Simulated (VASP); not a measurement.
# Er (P6_3/mmc) in VASP: notebook

Runs on Er. Level: PBE. Tasks: single point.

Program: VASP 6.6.1. These are calculated values, not measurements. Logs are shortened: lines on timing, memory, paths and dates and some standing lists are left out, and cuts for length are marked.

**1. The crystal as given**

Symmetry: P6_3/mmc, No. 194, hexagonal system. Conventional cell: a = 3.559 Å, b = 3.559 Å, c = 5.587 Å, α = 90.00°, β = 90.00°, γ = 120.00°. Er (site symmetry -6m2) has 12 Er at 3.47 to 3.56 Å as nearest neighbours.

**2. Single point, PBE, collinear spin, ferromagnetic start**

INCAR reads:

```
PREC = Accurate ; ENCUT = 300
EDIFF = 1E-6 ; ISMEAR = -1
SIGMA = 0.2 ; LREAL = False
LASPH = True ; NELM = 100
ALGO = Normal ; ISIF = 2
LWAVE = False ; LCHARG = False
ISPIN = 2 ; MAGMOM = 3 3
LORBIT = 11 ; LMAXMIX = 6
GGA = PE ; ADDGRID = False
```

KPOINTS reads:

```
Automatic mesh
0
Gamma
  3 3 2
```

POSCAR reads:

```
Er
1.0
    3.5588000000      0.0000000000      0.0000000000
   -1.7794000000      3.0820112070      0.0000000000
    0.0000000000      0.0000000000      5.5874000000
Er
2
Direct
    0.6748890000      0.3336720000      0.7713460000
    0.3489390000      0.7017850000      0.2460360000
```

Potentials or basis: VASP PAW PBE potentials, release 64 (Er).

Command:

```bash
$ cat potpaw_PBE.64/Er/POTCAR > POTCAR
$ mpirun -np 1 vasp_std > vasp.out
```

OUTCAR:

```text
PREC = Accurate
   ENCUT = 300
   EDIFF = 1E-6
   ISMEAR = -1
   LREAL = False
   LASPH = True
   NELM = 100
   ISIF = 2
   ISPIN = 2
   LORBIT = 11
   GGA = PE

 Found     10 irreducible k-points:

 Following reciprocal coordinates:
            Coordinates               Weight
  0.000000  0.000000  0.000000      1.000000
  0.333333  0.000000  0.000000      2.000000
  0.000000  0.333333  0.000000      2.000000
 -0.333333  0.333333  0.000000      2.000000
  0.333333  0.333333  0.000000      2.000000
  0.000000  0.000000  0.500000      1.000000
   k-points           NKPTS =     10   k-points in BZ     NKDIM =     10   number of bands    NBANDS=     29
   number of dos      NEDOS =    301   number of ions     NIONS =      2
   total plane-waves  NPLWV =  12800
   dimension x,y,z NGX =    20 NGY =   20 NGZ =   32
   dimension x,y,z NGXF=    40 NGYF=   40 NGZF=   64
   ions per type =               2
   NGX,Y,Z   is equivalent  to a cutoff of   9.34,  9.34,  9.52 a.u.
   NGXF,Y,Z  is equivalent  to a cutoff of  18.69, 18.69, 19.04 a.u.
 SYSTEM =  unknown system
   PREC   = accura    normal or accurate (medium, high low for compatibility)
   ISTART =      0    job   : 0-new  1-cont  2-samecut
   ICHARG =      2    charge: 1-file 2-atom 10-const
   ISPIN  =      2    spin polarized calculation?
   LNONCOLLINEAR =      F non collinear calculations
   LSORBIT =      F    spin-orbit coupling
   LASPH  =      T    aspherical Exc in radial PAW
   ENCUT  =  300.0 eV  22.05 Ry    4.70 a.u.   5.03  5.03  7.89*2*pi/ulx,y,z
   NELM   =    100;   NELMIN=  2; NELMDL= -5     # of ELM steps
   EDIFF  = 0.1E-05   stopping-criterion for ELM
   LREAL  =      F    real-space projection
   EDIFFG = 0.1E-04   stopping-criterion for IOM
   NSW    =      0    number of steps for IOM
   IBRION =     -1    ionic relax: 0-MD 1-quasi-New 2-CG
   NFREE  =      0    steps in history (QN), initial steepest desc. (CG)
   ISIF   =      2    stress and relaxation
   ISYM   =      2    0-nonsym 1-usesym 2-fastsym
   POTIM  = 0.5000    time-step for ionic-motion
   TEBEG  =    0.0;   TEEND  =   0.0 temperature during run
   PSTRESS=    0.0 pullay stress
   NELECT =      44.0000    total number of electrons
   NUPDOWN=      -1.0000    fix difference up-down
   EMIN   =  10.00;   EMAX   =-10.00  energy-range for DOS
   EFERMI =   0.00;   METHOD = LEGACY
   ISMEAR =    -1;   SIGMA  =   0.20  broadening in eV -4-tet -1-fermi 0-gaus
   EFERMI_NEDOS =   21; number of points for ismear=-14 and -15
   IALGO  =     38    algorithm
   IMIX   =      4    mixing-type and parameters
     AMIX     =   0.40;   BMIX     =  1.00
     AMIX_MAG =   1.60;   BMIX_MAG =  1.00
  volume/ion in A,a.u.               =      30.64       206.78
  Fermi-wavevector in a.u.,A,eV,Ry     =   1.465919  2.770185 29.237797  2.148917
  Thomas-Fermi vector in A             =   2.581718
   LORBIT       =     11    0 simple, 1 ext, 2 COOP (PROOUT), +10 PAW based schemes
   GGA     = PE    functional components
   LHFCALC =     F    Hartree Fock is set to
   AEXX    =    0.0000 exact exchange contribution
   IVDW    =     0    specifies the selected vdW correction
   LEPSILON=     F    determine dielectric tensor
   LRPA    =     F    only Hartree local field effects (RPA)
 spin polarized calculation
  energy-cutoff  :      300.00
  volume of cell :       61.28
 maximum number of plane-waves:       732
   NGX =  9   NGY =  9   NGZ = 15

 number of electron      44.0000024 magnetization       5.0048160

 Free energy of the ion-electron system (eV)
  ---------------------------------------------------
  ext. energy  EPLUGINS =         0.00000000
  ---------------------------------------------------
  free energy    TOTEN  =       -10.62420837 eV

  energy without entropy =       -9.09429824  energy(sigma->0) =       -9.85925331

 E-fermi :   2.4622     XC(G=0): -10.1867

 val. band max:        2.4621161145   @ k =   0.3333   0.0000   0.5000
 cond. band min:       2.4632644291   @ k =  -0.3333   0.3333   0.0000
 fundamental gap:      0.0011483146
 Fermi energy:         2.4622301651

 spin component 1

 k-point     1 :       0.0000    0.0000    0.0000
  band No.  band energies     occupation
      1     -46.9217      1.00000
      2     -46.8611      1.00000
      3     -21.4028      1.00000
      4     -20.8428      1.00000
      5     -20.8090      1.00000
      6     -20.7213      1.00000
[... 21 lines left out ...]
     28       5.3331      0.00000
     29       5.5657      0.00000

 k-point     2 :       0.3333    0.0000    0.0000
  band No.  band energies     occupation
      1     -46.8899      1.00000
      2     -46.8538      1.00000
      3     -21.2303      1.00000
      4     -21.1649      1.00000
      5     -21.0273      1.00000
      6     -20.9336      1.00000
[... 21 lines left out ...]
     28       4.8799      0.00001
     29       5.0047      0.00000

 k-point     3 :       0.0000    0.3333    0.0000
  band No.  band energies     occupation
      1     -46.8876      1.00000
      2     -46.8561      1.00000
      3     -21.2207      1.00000
      4     -21.1613      1.00000
      5     -21.0307      1.00000
      6     -20.9244      1.00000
[... 21 lines left out ...]
     28       4.7243      0.00001
     29       4.9567      0.00000

 k-point     4 :      -0.3333    0.3333    0.0000
  band No.  band energies     occupation
      1     -46.8912      1.00000
      2     -46.8527      1.00000
      3     -21.2388      1.00000
      4     -21.1631      1.00000
      5     -21.0251      1.00000
      6     -20.9407      1.00000
[... 21 lines left out ...]
     28       4.8527      0.00001
     29       5.1260      0.00000

 k-point     5 :       0.3333    0.3333    0.0000
  band No.  band energies     occupation
      1     -46.8660      1.00000
      2     -46.8582      1.00000
      3     -21.1978      1.00000
      4     -21.1249      1.00000
      5     -21.1061      1.00000
      6     -20.9665      1.00000
[... 21 lines left out ...]
     28       4.2537      0.00013
     29       5.4921      0.00000

 k-point     6 :       0.0000    0.0000    0.5000
  band No.  band energies     occupation
      1     -46.9037      1.00000
      2     -46.8793      1.00000
      3     -21.1432      1.00000
      4     -20.9583      1.00000
      5     -20.7996      1.00000
      6     -20.7814      1.00000
[... 21 lines left out ...]
     28       4.8220      0.00001
     29       4.8902      0.00001

 [... further k-points ...]

 spin component 2

 k-point     1 :       0.0000    0.0000    0.0000
  band No.  band energies     occupation
      1     -45.8407      1.00000
      2     -45.7747      1.00000
      3     -20.6598      1.00000
      4     -20.0710      1.00000
      5     -20.0321      1.00000
      6     -19.9381      1.00000
[... 21 lines left out ...]
     28       5.5992      0.00000
     29       5.8012      0.00000

 k-point     2 :       0.3333    0.0000    0.0000
  band No.  band energies     occupation
      1     -45.8059      1.00000
      2     -45.7666      1.00000
      3     -20.4765      1.00000
      4     -20.4197      1.00000
      5     -20.2715      1.00000
      6     -20.1684      1.00000
[... 21 lines left out ...]
     28       5.1477      0.00000
     29       5.2798      0.00000

 k-point     3 :       0.0000    0.3333    0.0000
  band No.  band energies     occupation
      1     -45.8034      1.00000
      2     -45.7691      1.00000
      3     -20.4709      1.00000
      4     -20.4133      1.00000
      5     -20.2767      1.00000
      6     -20.1573      1.00000
[... 21 lines left out ...]
     28       4.9995      0.00000
     29       5.2191      0.00000

 k-point     4 :      -0.3333    0.3333    0.0000
  band No.  band energies     occupation
      1     -45.8072      1.00000
      2     -45.7654      1.00000
      3     -20.4846      1.00000
      4     -20.4177      1.00000
      5     -20.2683      1.00000
      6     -20.1768      1.00000
[... 21 lines left out ...]
     28       5.1174      0.00000
     29       5.4063      0.00000

 k-point     5 :       0.3333    0.3333    0.0000
  band No.  band energies     occupation
      1     -45.7798      1.00000
      2     -45.7713      1.00000
      3     -20.4547      1.00000
      4     -20.3738      1.00000
      5     -20.3568      1.00000
      6     -20.1945      1.00000
[... 21 lines left out ...]
     28       4.5262      0.00003
     29       5.7625      0.00000

 k-point     6 :       0.0000    0.0000    0.5000
  band No.  band energies     occupation
      1     -45.8210      1.00000
      2     -45.7945      1.00000
      3     -20.3804      1.00000
      4     -20.1841      1.00000
      5     -20.0247      1.00000
      6     -20.0026      1.00000
[... 21 lines left out ...]
     28       5.0252      0.00000
     29       5.0663      0.00000

 [... further k-points ...]
[... 5 lines left out ...]
  --------------------------------------------------------------------------------------
  -------------------------------------------------------------------------------------
  Total        0.2310089      0.5529432      0.4658282      0.0647706     -0.0197937      0.0231618
  in kB        6.0393707     14.4558464     12.1783596      1.6933276     -0.5174764      0.6055308
  external PRESSURE =      10.8911922 kB  Pullay stress =       0.0000000 kB

 VOLUME and BASIS-vectors are now :
 -----------------------------------------------------------------------------
  energy-cutoff  :      300.00
  volume of cell :       61.28
      direct lattice vectors                 reciprocal lattice vectors
     3.558800000  0.000000000  0.000000000     0.280993593  0.162231727  0.000000000
    -1.779400000  3.082011207  0.000000000     0.000000000  0.324463454  0.000000000
     0.000000000  0.000000000  5.587400000     0.000000000  0.000000000  0.178974120

 POSITION                                       TOTAL-FORCE (eV/Angst)
 -----------------------------------------------------------------------------------
      1.80806      1.02838      4.30982        -0.036897      0.114023     -0.558157
     -0.00695      2.16291      1.37470         0.036897     -0.114023      0.558157
 -----------------------------------------------------------------------------------
    total drift:                               -0.000701      0.000877      0.000543

  FREE ENERGIE OF THE ION-ELECTRON SYSTEM (eV)
  ---------------------------------------------------
  free  energy   TOTEN  =       -10.6242083656 eV

  energy  without entropy=       -9.0942982446  energy(sigma->0) =       -9.85925331

 total charge

# of ion       s       p       d       f       tot
--------------------------------------------------
    1        2.134   5.737   0.421  11.352  19.643
    2        2.134   5.737   0.421  11.352  19.643
--------------------------------------------------
tot          4.268  11.474   0.842  22.703  39.286

 magnetization (x)

# of ion       s       p       d       f       tot
--------------------------------------------------
    1        0.003  -0.017   0.028   2.438   2.453
    2        0.003  -0.017   0.028   2.438   2.453
--------------------------------------------------
tot          0.007  -0.033   0.056   4.876   4.905
```

Wall time 52 s (1 thread of Intel Xeon 6975P-C (Granite Rapids), shared host); peak memory 0.16 GiB.

The run converged, but a check on its numbers failed (symmetry, net force, bounds or a known fault of this set-up), so they aren't taken as properties of the crystal.

Caveat: the k mesh is coarse (spacing up to 0.68 Å⁻¹), so the values aren't converged; the cutoff lies under the usual one of these potentials, so the numbers hold a large basis-set error; the magnetic or orbital state may not be the lowest; spin-orbit coupling is left out, which moves the levels of the heavy elements.

**3. Single point, PBE, collinear spin, ferromagnetic start**

Changes to INCAR since step 2:

```diff
@@ -1,2 +1,2 @@
-PREC = Accurate ; ENCUT = 300
+PREC = Accurate ; ENCUT = 350
 EDIFF = 1E-6 ; ISMEAR = -1
```

KPOINTS is that of step 2.

POSCAR reads:

```
Er
1.0
    3.5588000000      0.0000000000      0.0000000000
   -1.7794000000      3.0820112070      0.0000000000
    0.0000000000      0.0000000000      5.5874000000
Er
2
Direct
    0.6666666667      0.3333333333      0.7500000000
    0.3333333333      0.6666666667      0.2500000000
```

Potentials or basis: VASP PAW PBE potentials, release 64 (Er).

Command:

```bash
$ cat potpaw_PBE.64/Er/POTCAR > POTCAR
$ mpirun -np 1 vasp_std > vasp.out
```

Wall time 25 s (1 thread of Intel Xeon 6975P-C (Granite Rapids), shared host); peak memory 0.17 GiB.

These settings aren't checked as converged: the numbers below hold their error.

Results:

```yaml
Free_energy: -10.7159 eV
Band_gap_on_the_k_mesh: none (metal or under the smearing width)
Net_moment: 5.00 μB per cell
Site_moments: Er +2.44 μB
Valence_electrons_inside_the_program's_atomic_spheres: Er 19.66
```

Caveat: the k mesh is coarse (spacing up to 0.68 Å⁻¹), so the values aren't converged; the cutoff is under 1.25 times the usual one of these potentials, so pressure, stress and relaxed cells hold a basis-set (Pulay) error; the magnetic or orbital state may not be the lowest; spin-orbit coupling is left out, which moves the levels of the heavy elements.

**4. Single point, PBE, collinear spin, ferromagnetic start**

INCAR is that of step 3.

KPOINTS is that of step 3.

POSCAR reads:

```
Er
1.0
    3.5588000000      0.0000000000      0.0000000000
   -1.7794000000      3.0820112070      0.0000000000
    0.0000000000      0.0000000000      5.5874000000
Er
2
Direct
    0.6748890000      0.3336720000      0.7713460000
    0.3489390000      0.7017850000      0.2460360000
```

Command:

```bash
$ cat potpaw_PBE.64/Er/POTCAR > POTCAR
$ mpirun -np 1 vasp_std > vasp.out
```

Wall time 62 s (1 thread of Intel Xeon 6975P-C (Granite Rapids), shared host); peak memory 0.17 GiB.

These settings aren't checked as converged: the numbers below hold their error.

What came out:

```yaml
Free_energy: -10.6697 eV
Largest_force: 0.568 eV/Å
Band_gap_on_the_k_mesh: none (metal or under the smearing width)
Net_moment: 4.96 μB per cell
Site_moments: Er +2.43 μB
Valence_electrons_inside_the_program's_atomic_spheres: Er 19.66
```

Caveat: the k mesh is coarse (spacing up to 0.68 Å⁻¹), so the values aren't converged; the cutoff is under 1.25 times the usual one of these potentials, so pressure, stress and relaxed cells hold a basis-set (Pulay) error; the magnetic or orbital state may not be the lowest; spin-orbit coupling is left out, which moves the levels of the heavy elements.

**5. Single point, PBE, collinear spin, ferromagnetic start**

Changes to INCAR since step 4:

```diff
@@ -1,2 +1,2 @@
-PREC = Accurate ; ENCUT = 350
+PREC = Accurate ; ENCUT = 400
 EDIFF = 1E-6 ; ISMEAR = -1
```

KPOINTS is that of step 4.

POSCAR reads:

```
Er
1.0
    3.5588000000      0.0000000000      0.0000000000
   -1.7794000000      3.0820112070      0.0000000000
    0.0000000000      0.0000000000      5.5874000000
Er
2
Direct
    0.6666666667      0.3333333333      0.7500000000
    0.3333333333      0.6666666667      0.2500000000
```

Command:

```bash
$ cat potpaw_PBE.64/Er/POTCAR > POTCAR
$ mpirun -np 1 vasp_std > vasp.out
```

Run time: 32 s. Hardware: 1 thread of Intel Xeon 6975P-C (Granite Rapids), shared host; peak memory 0.17 GiB.

These settings aren't checked as converged: the numbers below hold their error.

Results:

| Property | Result |
| --- | --- |
| Free energy | -10.7376 eV |
| Pressure | 2.0 GPa |
| Band gap on the k mesh | none (metal or under the smearing width) |
| Net moment | 5.01 μB per cell |
| Site moments | Er +2.45 μB |
| Valence electrons inside the program's atomic spheres | Er 19.66 |

Caveat: the k mesh is coarse (spacing up to 0.68 Å⁻¹), so the values aren't converged; the cutoff is under 1.25 times the usual one of these potentials, so pressure, stress and relaxed cells hold a basis-set (Pulay) error; the magnetic or orbital state may not be the lowest; spin-orbit coupling is left out, which moves the levels of the heavy elements.

**6. Single point, PBE, collinear spin, ferromagnetic start**

INCAR is that of step 5.

KPOINTS is that of step 5.

POSCAR reads:

```
Er
1.0
    3.5588000000      0.0000000000      0.0000000000
   -1.7794000000      3.0820112070      0.0000000000
    0.0000000000      0.0000000000      5.5874000000
Er
2
Direct
    0.6748890000      0.3336720000      0.7713460000
    0.3489390000      0.7017850000      0.2460360000
```

Potentials or basis: VASP PAW PBE potentials, release 64 (Er).

Command:

```bash
$ cat potpaw_PBE.64/Er/POTCAR > POTCAR
$ mpirun -np 1 vasp_std > vasp.out
```

Wall time 73 s (1 thread of Intel Xeon 6975P-C (Granite Rapids), shared host); peak memory 0.18 GiB.

The run converged, but some of its settings lie outside the range that counts as converged, so its numbers aren't taken as properties of the crystal.

Results:

```yaml
Free_energy: -10.7002 eV
Pressure: 2.2 GPa
Largest_force: 0.570 eV/Å
Band_gap_on_the_k_mesh: none (metal or under the smearing width)
Net_moment: 4.99 μB per cell
Site_moments: Er +2.44 μB
Valence_electrons_inside_the_program's_atomic_spheres: Er 19.67
```

Caveat: the k mesh is coarse (spacing up to 0.68 Å⁻¹), so the values aren't converged; the cutoff is under 1.25 times the usual one of these potentials, so pressure, stress and relaxed cells hold a basis-set (Pulay) error; the magnetic or orbital state may not be the lowest; spin-orbit coupling is left out, which moves the levels of the heavy elements.
